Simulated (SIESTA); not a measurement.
## MgTe under changes of volume

One of the cells (34.436 Å³/atom); the others are scaled copies at fixed shape and fractional positions:

```
Te Mg
1.0
     0.00000    3.25340    3.25340
     3.25340    0.00000    3.25340
     3.25340    3.25340    0.00000
Te Mg
1 1
Direct
  0.25000 0.25000 0.25000
  0.00000 0.00000 0.00000
```

The cell comes from a database or a generator and needn't be the stable form of this composition.

```yaml
Program: SIESTA 5.4.2
Functional: PBE
Potentials_or_basis: PseudoDojo 0.4 standard (PBE files)
Basis: DZP (energy shift 0.002 Ry)
Grid_cutoff: 800 Ry
Energy_shift: 0.002 Ry
k_mesh: 7 × 7 × 7
Occupations: fermi-dirac, width 0.05 eV
Spin: no spin polarisation
```

```csv
volume (Å³/atom),energy over the lowest point (meV/atom),pressure (GPa),gap on the mesh (eV)
31.735,?,?,?
32.410,35.06,3.8,2.55
33.086,21.18,2.8,2.45
34.436,4.07,1.3,2.26
35.111,1.15,0.6,2.17
35.787,0.00,0.0,2.08
```

Question: What does the run at 31.735 Å³/atom give?

Answer: Energy over the lowest point 53.10 meV/atom; pressure 4.8 GPa; gap on the mesh 2.65 eV.

Worked out: A Birch-Murnaghan fit of order 3 (a polynomial in V^(-2/3)) to the other rows has its minimum at 35.65 Å³/atom with B0 = V·E''(V) = 31 GPa and B' = 5.3. It gives 53.60 meV/atom at 31.735 Å³/atom, against the run's 53.10, and -dE/dV = 5.0 GPa, against 4.8. A straight line through the other rows of the gap, of slope -4.74 eV per unit of ln V (its deformation potential), extrapolates to 2.65 eV, against the run's 2.65.

Energies are extrapolated to zero smearing.

Caveats: semicore shells carry a single zeta, which can move pressures by several GPa and volumes by a few percent; spin-orbit coupling is left out, which moves the levels of the heavy elements; an odd mesh through Γ misses points on the zone boundary, where band edges often lie; the basis of atomic orbitals isn't converged, which shifts pressures, moduli and gaps.
